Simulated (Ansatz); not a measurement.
# MgS (Niningerite) (Fm-3m) in Ansatz: settings compared

The runs below take MgS (Niningerite) through relaxation of cell and atoms, with HSEsol, HF.

All numbers are computed with Ansatz 0.2.0; they aren't measurements. Logs are shortened: lines on timing, memory, paths and dates and some standing lists are left out, and cuts for length are marked.

## 1. The crystal as given

The structure is cubic, space group Fm-3m (No. 225). The conventional cell has a = 5.203 Å, b = 5.203 Å, c = 5.203 Å, α = 90.00°, β = 90.00°, γ = 90.00°. Around S (site symmetry m-3m) lie 6 Mg at 2.60 Å. Around Mg (site symmetry m-3m) lie 6 S at 2.60 Å.

## 2. Relaxation of cell and atoms, HSEsol

Contents of input:

```
crystal:
  lattice:
    - [0.0, 2.60165, 2.60165]
    - [2.60165, 0.0, 2.60165]
    - [2.60165, 2.60165, 0.0]
  atoms:
    - { symbol: S, position: [0.5, 0.5, 0.5] }
    - { symbol: Mg, position: [0.0, 0.0, 0.0] }
hamiltonian:
  xc:
    exchange: hjs_pbesol
    correlation: pbesol
    exx: { coeff: 0.25, omega: 0.207 }
  pseudopotentials: { kind: paw }
kpoints:
  mp_grid: { grid: [5, 5, 5] }
scf:
  occupations: { method: fermi_dirac, width: 0.05 }
output:
  forces: true
  stress: true
  eigenvalues: true
relax:
  f_tol: 0.01
  max_steps: 40
  cell: { stress_tol: 0.05 }
```

Potentials or basis: Ansatz PAW.

The log of the run:

```text
GPUs: using 1 of 1 available (devices: 1).
Engine: ansatz 0.2.0, x86_64-unknown-linux-gnu
Pseudopotentials: kind: paw
Pseudopotential: S, paw, valence charge 6, recommended cutoff 420 eV (normal), S.paw.azcp
Pseudopotential: Mg, paw, valence charge 10, recommended cutoff 420 eV (normal), Mg.paw.azcp
Functional definition: unnamed
  parameter a_1 = 0.25
  parameter omega_1 = 0.207/angstrom
  exchange = pbe_x(mu = 0.12345679012345678) + (-a_1)*hjs_pbesol_x_sr(omega_1) + a_1*exact_x_sr(omega_1)
  correlation = pbe_c(beta = 0.046)
device memory: the entry about to start is reckoned to put 0.5 GiB on a device that reports 66.0 GiB free (of which the cap on the GPU budget leaves the run 18.0 GiB)
GPU FFT provider: cuFFT
GPU libraries: cuBLAS 13.8.2, cuFFT 12.4.0, cuSOLVER 12.3.4
Crystal: 2 atoms, lattice volume = 35.219 Å³
Basis set: ecut = 420 eV, 701 PW (Γ), exchange–correlation on 50×50×50 points (8 copies of the dense FFT grid, shifted against one another)
Bands: 12, of which v1, the nominal top of the filled ones, is band 8 counted from 1 (7 counted from 0)
Symmetry: 48 space group operations
Space group: Fm-3m (ITA 225), of the structure as read, at distance tolerance 3.3e-5 Å
k-points: 10 of 125
Non-local potential: S, projectors of the file, l = 0: 2, l = 1: 2, l = 2: 2
Non-local potential: Mg, projectors of the file, l = 0: 3, l = 1: 2, l = 2: 1
PAW form: soft (Blöchl's): semilocal exchange-correlation on the pseudo side does not see the compensation charge
PAW frozen core: S, regenerated for the run's functional, and the local potential with it (the file was generated under x = pbe(κ = 0.804, μ = 0.2195149727645171), c = pbe(β = 0.06672455060314922))
PAW frozen core: Mg, regenerated for the run's functional, and the local potential with it (the file was generated under x = pbe(κ = 0.804, μ = 0.2195149727645171), c = pbe(β = 0.06672455060314922))
PAW one-centre angular grid: S, 110 points (default); XC on 64 Gauss nodes
PAW one-centre angular grid: Mg, 110 points (default); XC on 64 Gauss nodes
Initial density: superposition of atomic densities (neutral atoms: chi_scale 0, normalization atom), corrected by the library's trained network
Initial wavefunctions: pseudopotential atomic-orbital guess
GPU buffer pool allocated for 15625 grid points (all kernels)
GPU transforms: local potential and band sums: pruned to the plane-wave sphere, on 25×25×25
Functional: x = pbesol(κ = 0.804, μ = 0.12345679012345678), c = pbesol(β = 0.046), warm-up for x = hjs_pbesol + 0.25 (exact − hjs_pbesol) at short range (ω = 0.207 Å⁻¹), c = pbesol(β = 0.046)
SCF iter   1: F=—  HF=-2799.904099 eV  |F-HF|=—  |Δ(HF+E_count)|=         —  Δρ=4.20e-3  dr2=9.01e-3  ethr=1.77e-3  ⟨swp⟩=9.6  Hψ=604  notcnv=0
preconditioner: auto → none  [insulator: Δε(μ)=3.039 eV  Ē_g=11.658 eV  σ=0.050 eV  W_gap=1.00  n_scr=8 (ndim 8)  ℏωp=17.7 eV  f_vac=0.000  D(μ)=0.00/eV (n_scr^D=0)]
iter 2 solved again at ethr=1.05e-6 eV; its pass at ethr=5.63e-5 eV (dr2=1.68e-4 eV) is discarded
SCF iter   2: F=-2799.901088 eV  HF=-2799.901099 eV  |F-HF|=1.08e-5  |Δ(HF+E_count)|=   3.00e-3  Δρ=9.66e-4  dr2=1.70e-4  ethr=1.05e-6  ⟨swp⟩=3.1  Hψ=551  notcnv=0  defer=1
SCF 1 stopped early in 2 iterations: F = -2799.901088 eV  dr2 = 1.70e-4
device memory: the entry about to start is reckoned to put 1.2 GiB on a device that reports 66.0 GiB free (of which the cap on the GPU budget leaves the run 18.0 GiB)
GPU FFT provider: cuFFT
GPU libraries: cuBLAS 13.8.2, cuFFT 12.4.0, cuSOLVER 12.3.4
Initial density: handed on by an earlier stage of this run
Initial wavefunctions: those handed on with the density
GPU buffer pool allocated for 15625 grid points (all kernels)
GPU transforms: local potential and band sums: pruned to the plane-wave sphere, on 25×25×25
Functional: x = hjs_pbesol + 0.25 (exact − hjs_pbesol) at short range (ω = 0.207 Å⁻¹), c = pbesol(β = 0.046)
Exchange kernel: α = 0.2500, screened, ω = 0.2070 Å⁻¹, Wigner–Seitz truncation, v(0) = 1048.8918 eV·Å³, q-mesh 5×5×5, nearest image of the exchange supercell L = 18.40 Å, pair-density grid 15×15×15, without the augmentation charges, whose exchange is taken in its separable form by FFT convolution over the k-point mesh (sized by the pseudopotential files, 24×24×24 at the most), smooth part of the exact exchange by density-matrix convolution in up to 885.2 MiB of GPU memory as planned if the GPU has room (build and FFT work areas not counted)
Frozen-core exchange: fock
[... 133 lines left out ...]
GPU FFT provider: cuFFT
GPU libraries: cuBLAS 13.8.2, cuFFT 12.4.0, cuSOLVER 12.3.4
GPU buffer pool allocated for 15625 grid points (all kernels)
GPU transforms: local potential and band sums: pruned to the plane-wave sphere, on 25×25×25
Exchange kernel: α = 0.2500, screened, ω = 0.2070 Å⁻¹, Wigner–Seitz truncation, v(0) = 1048.4412 eV·Å³, q-mesh 5×5×5, nearest image of the exchange supercell L = 18.27 Å, pair-density grid 15×15×15, without the augmentation charges, whose exchange is taken in its separable form by FFT convolution over the k-point mesh (sized by the pseudopotential files, 20×20×20 at the most), smooth part of the exact exchange by density-matrix convolution in up to 879.7 MiB of GPU memory as planned if the GPU has room (build and FFT work areas not counted)
Frozen-core exchange: fock
iter 1 solved again at ethr=5.65e-11 eV; its pass at ethr=1.00e-1 eV (dr2=9.05e-9 eV) is discarded
SCF iter   1: F=—  HF=-2809.544128 eV  |F-HF|=—  |Δ(HF+E_count)|=         —  Δρ=1.67e-5  dr2=1.09e-8  ethr=5.65e-11  ⟨swp⟩=15.3  Hψ=1021  notcnv=1
preconditioner: auto → none  [insulator: Δε(μ)=4.801 eV  Ē_g=13.964 eV  σ=0.050 eV  W_gap=1.00  n_scr=8 (ndim 8)  ℏωp=17.9 eV  f_vac=0.000  D(μ)=0.00/eV (n_scr^D=0)]
SCF iter   2: F=—  HF=-2809.544128 eV  |F-HF|=—  |Δ(HF+E_count)|=   1.65e-8  Δρ=8.25e-6  dr2=3.34e-9  ethr=5.65e-11  ⟨swp⟩=2.0  Hψ=200  notcnv=0
iter 3 solved again at ethr=1.00e-12 eV; its pass at ethr=1.47e-11 eV (dr2=2.32e-11 eV) is discarded
SCF iter   3: F=—  HF=-2809.544128 eV  |F-HF|=—  |Δ(HF+E_count)|=   6.18e-9  Δρ=7.21e-7  dr2=1.34e-9  ethr=1.00e-12  ⟨swp⟩=2.1  Hψ=401  notcnv=0
SCF iter   4: F=—  HF=-2809.544128 eV  |F-HF|=—  |Δ(HF+E_count)|=   2.81e-8  Δρ=1.31e-6  dr2=2.20e-10  ethr=1.00e-12  ⟨swp⟩=5.7  Hψ=454  notcnv=0
SCF iter   5: F=-2809.544128 eV  HF=-2809.544128 eV  |F-HF|=2.27e-12  |Δ(HF+E_count)|=  3.23e-10  Δρ=7.06e-8  dr2=5.54e-12  ethr=1.00e-12  ⟨swp⟩=3.0  Hψ=247  notcnv=0
SCF 12 converged in 5 iterations: F = -2809.544128 eV  dr2 = 5.54e-12
hybrid outer 1: dexx = +2.853e-8 eV, tail = 7.98e-11 eV
GPU FFT provider: cuFFT
GPU libraries: cuBLAS 13.8.2, cuFFT 12.4.0, cuSOLVER 12.3.4
GPU buffer pool allocated for 15625 grid points (all kernels)
GPU transforms: local potential and band sums: pruned to the plane-wave sphere, on 25×25×25
Exchange kernel: α = 0.2500, screened, ω = 0.2070 Å⁻¹, Wigner–Seitz truncation, v(0) = 1048.4412 eV·Å³, q-mesh 5×5×5, nearest image of the exchange supercell L = 18.27 Å, pair-density grid 15×15×15, without the augmentation charges, whose exchange is taken in its separable form by FFT convolution over the k-point mesh (sized by the pseudopotential files, 20×20×20 at the most), smooth part of the exact exchange by density-matrix convolution in up to 879.7 MiB of GPU memory as planned if the GPU has room (build and FFT work areas not counted)
Frozen-core exchange: fock
SCF iter   1: F=—  HF=-2809.544128 eV  |F-HF|=—  |Δ(HF+E_count)|=         —  Δρ=1.34e-7  dr2=7.36e-12  ethr=2.50e-12  ⟨swp⟩=11.6  Hψ=541  notcnv=0
SCF iter   2: F=-2809.544128 eV  HF=-2809.544128 eV  |F-HF|=1.36e-12  |Δ(HF+E_count)|=  4.55e-12  Δρ=3.18e-8  dr2=8.49e-14  ethr=1.00e-12  ⟨swp⟩=2.0  Hψ=200  notcnv=0
SCF 13 converged in 2 iterations: F = -2809.544128 eV  dr2 = 8.49e-14
  Residual-converged pass: ⟨swp⟩=4.0  Hψ=325  notcnv=0  max |occ|·‖R‖ = 8.9e-9 eV (tolerance 1.0e-8 eV)  dr2=8.79e-14  dr2_onsite=1.91e-14  max |Δocc| = 0.0e0
hybrid outer 2: dexx = +5.116e-13 eV, tail = 4.41e-13 eV, Δε = 5.96e-6 eV (about 5.16e-7 eV left of the loop's levels)
relax step   4: F+E_penalty+E_count = -2809.54412796 eV  Δ(F+E_penalty+E_count) = +7.399e-5 eV  max|allowed force component| = 6.245e-31 eV/Å  Δτ_max = 0.0000 Å  P = +0.007 GPa  Ω = 34.474 Å³  stress off target by 7.26e-3 GPa  SCF on the basis re-selected at this cell (its energy is not comparable with the rows above)  (7 SCF iters)
basis re-selected at this cell: Δ(F+E_penalty+E_count) = +7.399e-5 eV, ΔP = -0.000 GPa vs the last step (what re-selecting the basis moved, of the pressure what is left beyond the Pulay correction that the steps carried, after the strain that the cell walked since its last selection, with what the two solves' SCF thresholds leave and, on support functions, any second-order correction that the steps lacked; it is no measure of the basis error at this ecutwfc). This SCF's stress stands 7.26e-3 GPa from its target on what of the cell is left free (relax.cell.stress_tol is 5.00e-2 GPa) and its largest allowed force component is 6.25e-31 eV/Å (relax.f_tol is 1.00e-2 eV/Å): within both
hybrid SCF converged: 2 outer / 7 inner (+0 warm-up), last move |dexx| = 5.12e-13 eV, tail = 4.41e-13 eV
Stability not checked: this state was not tested for a lower state beside it, because the functional holds exact exchange (a hybrid, or Hartree-Fock), whose exchange loop this test does not read (fock_operator; see scf.lower_state_search)
Free energy (F): -2809.544128 eV
Frozen-core exchange: fock
Harris-Foulkes:  -2809.544128 eV  (|F-HF|=1.36e-12)
Internal energy: -2809.544128 eV  (E = F + TS)
E sigma→0 (E₀):  -2809.544128 eV
Fermi energy:    8.043541 eV
--- Per-component energies (eV) ---
  E_band       = -369.723307
  E_kinetic    = 185.615950
  E_local      = -1655.684404  (includes V_loc(G=0)·N_el)
  E_nonlocal   = 123.848277
  E_hartree    = 589.389926
  E_xc         = -102.471014
  E_vxc        = -102.386318  (∫ρ·V_xc dr)
  E_exx        = -63.009788  (= α·E_x^exact, valence–valence)
  E_paw        = -835.998651  (= ΣΔE_a)
  E_vpaw       = 26.122916  (= ΣTr[D̂ρ^β])
  E_aug_tail   = 0.000004  (compensation charges beyond the density's cutoff)
  E_ewald      = -1051.201450
  E_core_change = -0.032978  (= ΣΔE_core)
  E_smearing   = -0.000000  (= −TS)
  E_closure    = 0.000000  (closes the sum)
  Σ components = -2809.544128   (vs F -2809.544128, Δ=0.00e0)
--- Forces (eV/Å), atoms counted from 1 ---
  atom   1  S      0.00000000    -0.00000000    -0.00000000
  atom   2  Mg     0.00000000    -0.00000000    -0.00000000
  max |Σ_I F_I| component: 3.35e-30 eV/Å
--- Stress (GPa, compression-positive) ---
        0.007260      -0.000000      -0.000000
        0.000000       0.007260      -0.000000
       -0.000000      -0.000000       0.007260
  P = ⅓ Tr σ = 0.0073 GPa (0.073 kbar)
--- Band table (eV; the first three rows and the last of 10) ---
  k-point 0: bands = ["-73.3811", "-38.4390", "-38.4390", "-38.4390", "-8.1587", "5.9460", "5.9460", "5.9460", "10.8623", "14.9604", "14.9604", "14.9604"]
  k-point 1: bands = ["-73.3809", "-38.4419", "-38.4393", "-38.4393", "-7.7309", "3.6363", "5.6837", "5.6837", "12.0273", "14.9747", "15.1953", "15.1953"]
  k-point 2: bands = ["-73.3807", "-38.4465", "-38.4398", "-38.4398", "-6.8402", "0.9525", "5.3228", "5.3228", "11.5501", "14.1464", "14.1464", "17.6092"]
  k-point 9: bands = ["-73.3805", "-38.4452", "-38.4434", "-38.4414", "-6.3184", "1.7544", "2.8934", "3.9780", "12.2573", "13.9866", "14.6549", "17.2174"]
--- Relaxed structure (3 steps of the walk, 3 accepted, 1 SCFs on fresh bases) ---
  F+E_penalty+E_count = -2809.54412796 eV   max|allowed force component| = 6.245e-31 eV/Å   (the final SCF, on the basis selected at the relaxed cell)
  cell:  # Å, volume = 34.4743 Å³
    - [-3.4393761222045233e-34, 2.5831834833018124, 2.583183483301812]
    - [2.583183483301812, -1.4012273090462871e-34, 2.583183483301812]
    - [2.583183483301812, 2.5831834833018124, 3.0572232197373543e-34]
  atoms:
    - { symbol: S, position: [0.5, 0.5, 0.5] }
    - { symbol: Mg, position: [-2.1205722598573606e-36, 1.5422343708052316e-36, 1.9277929635069723e-36] }
```

Run time: 12 s. Hardware: 1 × NVIDIA H100 80GB HBM3 with 2 threads of AMD EPYC 7R13 (Zen 3), shared host; peak memory 1.5 GiB.

Results:

| Item | Value |
| --- | --- |
| Free energy | -2809.5441 eV |
| Relaxed volume | 17.24 Å³/atom |
| Relaxed cell | a = 3.653 Å, b = 3.653 Å, c = 3.653 Å, α = 60.00°, β = 60.00°, γ = 60.00° |
| Space group after relaxing (to 0.05 Å) | Fm-3m (No. 225) |
| Energy gained by relaxing | 2.0 meV/atom |
| Ionic steps | 4 |
| Pressure after relaxing | 0.0 GPa |
| Band gap on the k mesh | 4.23 eV, indirect (least direct gap 4.92 eV) |

The path:
```tsv
step	energy change (eV)	largest force (eV/Å)	volume (Å³)
1	0.0000	0.0000	35.22
2	-0.0040	0.0000	34.57
3	-0.0041	0.0000	34.47
4	-0.0040	0.0000	34.47
```

Final structure:
```cif
data_structure
_symmetry_space_group_name_H-M 'P 1'
_symmetry_Int_Tables_number 1
_cell_length_a 3.6532
_cell_length_b 3.6532
_cell_length_c 3.6532
_cell_angle_alpha 60.000
_cell_angle_beta 60.000
_cell_angle_gamma 60.000
_cell_volume 34.47
loop_
_atom_site_label
_atom_site_type_symbol
_atom_site_fract_x
_atom_site_fract_y
_atom_site_fract_z
_atom_site_occupancy
S1 S 0.50000 0.50000 0.50000 1
Mg1 Mg 0.00000 0.00000 0.00000 1
```

Caveat: odd divisions of the mesh miss points on the zone boundary, where band edges often lie, so the gap on the mesh can be too wide; the plane-wave basis is chosen anew once the cell has moved, so the energies of steps on either side of that aren't comparable; the PAW data sets come from PBE, with cores solved anew for the run's functional, which leaves a small shift of forces and pressure. A k mesh can miss the band edges.

## 3. Relaxation of cell and atoms, HF

Changes to input since step 2:

```diff
@@ -9,6 +9,3 @@
 hamiltonian:
-  xc:
-    exchange: hjs_pbesol
-    correlation: pbesol
-    exx: { coeff: 0.25, omega: 0.207 }
+  xc: hf
   pseudopotentials: { kind: paw }
```

Potentials or basis: Ansatz PAW.

Wall time 20 s (1 × NVIDIA H100 80GB HBM3 with 2 threads of AMD EPYC 7R13 (Zen 3), shared host); peak memory 1.5 GiB.

It converged, with:

- Free energy: -2805.1386 eV
- Relaxed volume: 18.46 Å³/atom
- Relaxed cell: a = 3.737 Å, b = 3.737 Å, c = 3.737 Å, α = 60.00°, β = 60.00°, γ = 60.00°
- Space group after relaxing (to 0.05 Å): Fm-3m (No. 225)
- Energy gained by relaxing: 10.2 meV/atom
- Ionic steps: 4
- Pressure after relaxing: 0.0 GPa
- Band gap on the k mesh: 10.66 eV, indirect (least direct gap 11.28 eV)

Step by step:
| step | energy change (eV) | largest force (eV/Å) | volume (Å³) |
| --- | --- | --- | --- |
| 1 | 0.0000 | 0.0000 | 35.22 |
| 2 | -0.0191 | 0.0000 | 36.79 |
| 3 | -0.0191 | 0.0000 | 36.91 |
| 4 | -0.0203 | 0.0000 | 36.91 |

Final structure:
```
S Mg
1.0
     0.00000    2.64265    2.64265
     2.64265    0.00000    2.64265
     2.64265    2.64265    0.00000
S Mg
1 1
Direct
  0.50000 0.50000 0.50000
  0.00000 0.00000 0.00000
```

Levels at points of the mesh, in eV from the valence-band top:
```csv
k point,band 5,band 6,band 7,band 8,band 9,band 10,band 11,band 12
"(0.00, 0.00, 0.00)",-17.44,0.00,0.00,0.00,11.28,15.97,15.97,15.97
```

Caveat: odd divisions of the mesh miss points on the zone boundary, where band edges often lie, so the gap on the mesh can be too wide; the plane-wave basis is chosen anew once the cell has moved, so the energies of steps on either side of that aren't comparable; the PAW data sets come from PBE, with cores solved anew for the run's functional, which leaves a small shift of forces and pressure. A k mesh can miss the band edges.
